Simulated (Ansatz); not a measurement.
# InAs (F-43m) in Ansatz: convergence with wavefunction cutoff

Aim: find how far wavefunction cutoff must go before the results for InAs settle, at PBE. This setting moves, with any that are tied to it; all else stays.

Everything below comes from runs of Ansatz 0.2.0. Logs are shortened: lines on timing, memory, paths and dates and some standing lists are left out, and cuts for length are marked.

**1. Starting point**

It takes space group F-43m (No. 216, cubic). Conventional cell: a = 6.036 Å, b = 6.036 Å, c = 6.036 Å, α = 90.00°, β = 90.00°, γ = 90.00°. In (site symmetry -43m) has 4 As at 2.61 Å as nearest neighbours. As (site symmetry -43m) has 4 In at 2.61 Å as nearest neighbours.

**2. With wavefunction cutoff 200 eV**

Input file input.yaml:

```yaml
crystal:
  lattice:
    - [0.0, 3.018, 3.018]
    - [3.018, 0.0, 3.018]
    - [3.018, 3.018, 0.0]
  atoms:
    - { symbol: In, position: [0.0, 0.0, 0.0] }
    - { symbol: As, position: [0.75, 0.75, 0.75] }
hamiltonian:
  xc: pbe
  pseudopotentials: { kind: paw }
kpoints:
  mp_grid: { grid: [7, 7, 7] }
scf:
  occupations: { method: fermi_dirac, width: 0.05 }
output:
  forces: true
  stress: true
  eigenvalues: true
basis:
  ecutwfc: "200 eV"
```

Potentials or basis: Ansatz PAW.

Command:

```bash
ansatz run input.yaml --threads 2 --pin off --max-ram 5632MiB --backend cpu --events-out ev --progress --plain --runs-dir out
```

What it wrote:

```text
Warning: basis.ecutwfc = 200 eV is below the records' recommended 420 eV, and the density's cutoff is lower with it unless basis.ecutrho_ratio is high enough to keep the records' density cutoff: compare with a run at a higher cutoff
Warning: RAYON_NUM_THREADS=2 ignored (pool sized by the plan → 2); use --threads N
Engine: ansatz 0.2.0, x86_64-unknown-linux-gnu
Pseudopotentials: kind: paw
Pseudopotential: In, paw, valence charge 13, recommended cutoff 420 eV (normal), In.paw.azcp
Pseudopotential: As, paw, valence charge 15, recommended cutoff 420 eV (normal), As.paw.azcp
Functional definition: PBE
  parameter kappa = 0.804
  parameter beta = 0.06672455060314922
  exchange = pbe_x(kappa = kappa, mu = beta*pi^2/3)
  correlation = pbe_c(beta = beta)
Crystal: 2 atoms, lattice volume = 54.978 Å³
Basis set: ecut = 200 eV, 339 PW (Γ), exchange–correlation on 40×40×40 points (8 copies of the dense FFT grid, shifted against one another)
Bands: 18, of which v1, the nominal top of the filled ones, is band 14 counted from 1 (13 counted from 0)
Symmetry: 24 space group operations
Space group: F-43m (ITA 216), of the structure as read, at distance tolerance 3.8e-5 Å
k-points: 20 of 343 (time reversal used)
Non-local potential: In, projectors of the file, l = 0: 2, l = 1: 2, l = 2: 2, l = 3: 2
Non-local potential: As, projectors of the file, l = 0: 2, l = 1: 2, l = 2: 3, l = 3: 1
PAW form: soft (Blöchl's): semilocal exchange-correlation on the pseudo side does not see the compensation charge
PAW one-centre angular grid: In, 590 points (default); XC on 64 Gauss nodes
PAW one-centre angular grid: As, 590 points (default); XC on 64 Gauss nodes
Initial density: superposition of atomic densities (neutral atoms: chi_scale 0, normalization atom), corrected by the library's trained network
Initial wavefunctions: pseudopotential atomic-orbital guess
Functional: x = pbe(κ = 0.804, μ = 0.2195149727645171), c = pbe(β = 0.06672455060314922)
SCF iter   1: F=—  HF=-10443.167166 eV  |F-HF|=—  |Δ(HF+E_count)|=         —  Δρ=6.47e-2  dr2=1.09e0  ethr=1.77e-3  ⟨swp⟩=3.8  Hψ=1453  notcnv=0
preconditioner: auto → none  [insulator: Δε(μ)=0.925 eV  Ē_g=14.531 eV  σ=0.050 eV  W_gap=0.69  n_scr=14 (ndim 8)  ℏωp=21.2 eV  f_vac=0.111  D(μ)=0.08/eV (n_scr^D=0)  ε∞_Penn≈3.1]
SCF iter   2: F=—  HF=-10441.657849 eV  |F-HF|=—  |Δ(HF+E_count)|=    1.51e0  Δρ=1.77e-2  dr2=6.89e-2  ethr=1.77e-3  ⟨swp⟩=2.0  Hψ=880  notcnv=0
SCF iter   3: F=—  HF=-10441.550614 eV  |F-HF|=—  |Δ(HF+E_count)|=   1.07e-1  Δρ=5.22e-3  dr2=6.29e-3  ethr=2.46e-4  ⟨swp⟩=2.0  Hψ=720  notcnv=0
SCF iter   4: F=—  HF=-10441.547694 eV  |F-HF|=—  |Δ(HF+E_count)|=   2.92e-3  Δρ=8.55e-4  dr2=3.65e-4  ethr=2.25e-5  ⟨swp⟩=2.6  Hψ=646  notcnv=0
SCF iter   5: F=—  HF=-10441.547713 eV  |F-HF|=—  |Δ(HF+E_count)|=   1.90e-5  Δρ=3.41e-4  dr2=1.42e-4  ethr=1.30e-6  ⟨swp⟩=2.0  Hψ=535  notcnv=0
SCF iter   6: F=—  HF=-10441.547657 eV  |F-HF|=—  |Δ(HF+E_count)|=   5.68e-5  Δρ=4.92e-5  dr2=9.45e-7  ethr=5.06e-7  ⟨swp⟩=2.8  Hψ=615  notcnv=0
SCF iter   7: F=—  HF=-10441.547770 eV  |F-HF|=—  |Δ(HF+E_count)|=   1.13e-4  Δρ=1.29e-5  dr2=4.30e-8  ethr=3.57e-10  ⟨swp⟩=5.1  Hψ=1517  notcnv=0
SCF iter   8: F=-10441.547770 eV  HF=-10441.547770 eV  |F-HF|=2.91e-10  |Δ(HF+E_count)|=   1.47e-8  Δρ=1.11e-6  dr2=7.24e-10  ethr=1.53e-10  ⟨swp⟩=1.4  Hψ=1005  notcnv=0
SCF 1 converged in 8 iterations: F = -10441.547770 eV  dr2 = 7.24e-10
SCF converged after 8 iterations
Free energy (F): -10441.547770 eV
Harris-Foulkes:  -10441.547770 eV  (|F-HF|=2.91e-10)
Internal energy: -10441.547043 eV  (E = F + TS)
E sigma→0 (E₀):  -10441.547406 eV
Entropy (-TS):   -0.000726 eV (-0.363 meV/atom)
Fermi energy:    7.916971 eV
--- Per-component energies (eV) ---
  E_band       = -357.569444
  E_kinetic    = 384.329035
  E_local      = -3256.415323  (includes V_loc(G=0)·N_el)
  E_nonlocal   = -296.677764
  E_hartree    = 1573.024369
  E_xc         = -302.601264
  E_vxc        = -188.135854  (∫ρ·V_xc dr)
  E_paw        = -6015.404506  (= ΣΔE_a)
  E_vpaw       = -146.716987  (= ΣTr[D̂ρ^β])
  E_aug_tail   = -0.002173  (compensation charges beyond the density's cutoff)
  E_ewald      = -2527.799418
  E_smearing   = -0.000726  (= −TS)
  E_closure    = 0.000000  (closes the sum)
  Σ components = -10441.547770   (vs F -10441.547770, Δ=0.00e0)
--- Forces (eV/Å), atoms counted from 1 ---
  atom   1  In    -0.00000000     0.00000000    -0.00000000
  atom   2  As     0.00000000     0.00000000     0.00000000
  max |Σ_I F_I| component: 2.06e-16 eV/Å
--- Stress (GPa, compression-positive) ---
        5.244809       0.000000      -0.000000
        0.000000       5.244809       0.000000
       -0.000000       0.000000       5.244809
  P = ⅓ Tr σ = 5.2448 GPa (52.448 kbar)
--- Band table (eV; the first three rows and the last of 20) ---
  k-point 0: bands = ["-30.6851", "-30.6851", "-30.6851", "-30.6057", "-30.6057", "-7.4417", "-7.4417", "-7.4417", "-7.1799", "-7.1799", "-4.0897", "7.4529", "7.8743", "7.8743", "7.8743", "12.1051", "12.1051", "12.1051"]
  k-point 1: bands = ["-30.6851", "-30.6544", "-30.6544", "-30.6098", "-30.6098", "-7.4479", "-7.3604", "-7.3604", "-7.1814", "-7.1814", "-3.8901", "5.6308", "7.6600", "7.6600", "8.9701", "12.1680", "12.4506", "12.4506"]
  k-point 2: bands = ["-30.8004", "-30.8004", "-30.7129", "-30.7129", "-30.6150", "-7.5593", "-7.5593", "-7.4643", "-7.4643", "-7.3297", "-3.3591", "3.6419", "7.2238", "7.2238", "8.9999", "12.8018", "12.8018", "13.5143"]
  k-point 19: bands = ["-30.8135", "-30.7755", "-30.7691", "-30.7564", "-30.6258", "-7.6600", "-7.5822", "-7.5086", "-7.4876", "-7.2386", "-2.1667", "2.1064", "4.7002", "5.5779", "11.1102", "12.5036", "13.5495", "14.6605"]
```

Wall time 1.4 s (2 threads of Intel Xeon at 2.50GHz (Skylake/Cascade Lake), shared host); peak memory 0.3 GiB.

What came out:

```
Free energy            : -10441.5478 eV
Pressure               : 5.2 GPa
Band gap on the k mesh : none (metal or under the smearing width)
```

**3. With wavefunction cutoff 250 eV**

input.yaml: that of step 2 with these lines changed.

```diff
@@ -20,2 +20,2 @@
 basis:
-  ecutwfc: "200 eV"
+  ecutwfc: "250 eV"
```

Potentials or basis: Ansatz PAW.

Command:

```bash
ansatz run input.yaml --threads 2 --pin off --max-ram 5632MiB --backend cpu --events-out ev --progress --plain --runs-dir out
```

Run time: 1.6 s. Hardware: 2 threads of Intel Xeon at 2.50GHz (Skylake/Cascade Lake), shared host; peak memory 0.31 GiB.

Results:

| Item | Value |
| --- | --- |
| Free energy | -10452.7795 eV |
| Pressure | 3.7 GPa |
| Band gap on the k mesh | none (metal or under the smearing width) |

**4. With wavefunction cutoff 300 eV**

input.yaml: that of step 3 with these lines changed.

```diff
@@ -20,2 +20,2 @@
 basis:
-  ecutwfc: "250 eV"
+  ecutwfc: "300 eV"
```

Command:

```bash
ansatz run input.yaml --threads 2 --pin off --max-ram 5632MiB --backend cpu --events-out ev --progress --plain --runs-dir out
```

Run time: 1.6 s. Hardware: 2 threads of Intel Xeon at 2.50GHz (Skylake/Cascade Lake), shared host; peak memory 0.32 GiB.

What came out:

- Free energy: -10454.2698 eV
- Pressure: 4.5 GPa
- Band gap on the k mesh: none (metal or under the smearing width)

**5. With wavefunction cutoff 350 eV**

input.yaml: that of step 4 with these lines changed.

```diff
@@ -20,2 +20,2 @@
 basis:
-  ecutwfc: "300 eV"
+  ecutwfc: "350 eV"
```

Command:

```bash
ansatz run input.yaml --threads 2 --pin off --max-ram 5632MiB --backend cpu --events-out ev --progress --plain --runs-dir out
```

Wall time 1.9 s (2 threads of Intel Xeon at 2.50GHz (Skylake/Cascade Lake), shared host); peak memory 0.33 GiB.

What came out:

| Quantity | Value |
| --- | --- |
| Free energy | -10454.4021 eV |
| Pressure | 4.3 GPa |
| Band gap on the k mesh | none (metal or under the smearing width) |

**6. With wavefunction cutoff 400 eV**

input.yaml: that of step 5 with these lines changed.

```diff
@@ -20,2 +20,2 @@
 basis:
-  ecutwfc: "350 eV"
+  ecutwfc: "400 eV"
```

Potentials or basis: Ansatz PAW.

Command:

```bash
ansatz run input.yaml --threads 2 --pin off --max-ram 5632MiB --backend cpu --events-out ev --progress --plain --runs-dir out
```

Run time: 2.1 s. Hardware: 2 threads of Intel Xeon at 2.50GHz (Skylake/Cascade Lake), shared host; peak memory 0.34 GiB.

It converged, with:

```yaml
Free_energy: -10454.4081 eV
Pressure: 4.3 GPa
Band_gap_on_the_k_mesh: none (metal or under the smearing width)
```

**7. With wavefunction cutoff 450 eV**

input.yaml: that of step 6 with these lines changed.

```diff
@@ -20,2 +20,2 @@
 basis:
-  ecutwfc: "400 eV"
+  ecutwfc: "450 eV"
```

Command:

```bash
ansatz run input.yaml --threads 2 --pin off --max-ram 5632MiB --backend cpu --events-out ev --progress --plain --runs-dir out
```

It took 2.5 s on 2 threads of Intel Xeon at 2.50GHz (Skylake/Cascade Lake), shared host; peak memory 0.35 GiB.

It converged, with:

```yaml
Free_energy: -10454.4102 eV
Pressure: 4.3 GPa
Band_gap_on_the_k_mesh: none (metal or under the smearing width)
```

**8. With wavefunction cutoff 500 eV**

input.yaml: that of step 7 with these lines changed.

```diff
@@ -20,2 +20,2 @@
 basis:
-  ecutwfc: "450 eV"
+  ecutwfc: "500 eV"
```

Command:

```bash
ansatz run input.yaml --threads 2 --pin off --max-ram 5632MiB --backend cpu --events-out ev --progress --plain --runs-dir out
```

Run time: 2.7 s. Hardware: 2 threads of Intel Xeon at 2.50GHz (Skylake/Cascade Lake), shared host; peak memory 0.36 GiB.

It converged, with:

* Free energy: -10454.4111 eV
* Pressure: 4.3 GPa
* Band gap on the k mesh: none (metal or under the smearing width)

**9. With wavefunction cutoff 600 eV**

input.yaml: that of step 8 with these lines changed.

```diff
@@ -20,2 +20,2 @@
 basis:
-  ecutwfc: "500 eV"
+  ecutwfc: "600 eV"
```

Potentials or basis: Ansatz PAW.

Command:

```bash
ansatz run input.yaml --threads 2 --pin off --max-ram 5632MiB --backend cpu --events-out ev --progress --plain --runs-dir out
```

Wall time 3.2 s (2 threads of Intel Xeon at 2.50GHz (Skylake/Cascade Lake), shared host); peak memory 0.39 GiB.

The run converged. Its results:

* Free energy: -10454.4115 eV
* Pressure: 4.3 GPa
* Band gap on the k mesh: none (metal or under the smearing width)

**10. With wavefunction cutoff 800 eV**

input.yaml: that of step 9 with these lines changed.

```diff
@@ -20,2 +20,2 @@
 basis:
-  ecutwfc: "600 eV"
+  ecutwfc: "800 eV"
```

Command:

```bash
ansatz run input.yaml --threads 2 --pin off --max-ram 5632MiB --backend cpu --events-out ev --progress --plain --runs-dir out
```

Run time: 3.9 s. Hardware: 2 threads of Intel Xeon at 2.50GHz (Skylake/Cascade Lake), shared host; peak memory 0.39 GiB.

The run converged. Its results:

```
Free energy            : -10454.4117 eV
Pressure               : 4.3 GPa
Band gap on the k mesh : none (metal or under the smearing width)
```

**11. The series at a glance**

```tsv
wavefunction cutoff	energy less the tightest run, at zero smearing (meV/atom)	pressure (GPa)	SCF cycles	CPU time (s)	peak memory (GiB)
200 eV	6431.97	5.24	8	2.3	0.3
250 eV	816.12	3.69	7	2.6	0.31
300 eV	70.95	4.47	6	2.7	0.32
350 eV	4.79	4.33	6	3.1	0.33
400 eV	1.79	4.31	6	3.5	0.34
450 eV	0.77	4.31	6	4.3	0.35
500 eV	0.30	4.31	6	4.7	0.36
600 eV	0.09	4.31	6	5.7	0.39
800 eV	0.00	4.31	6	7.2	0.39
```

Against the tightest run, the energy stays within 1 meV/atom from 450 eV on; the pressure stays within 0.1 GPa from 350 eV on. The tightest run that finished is the yardstick and may itself not be fully converged.
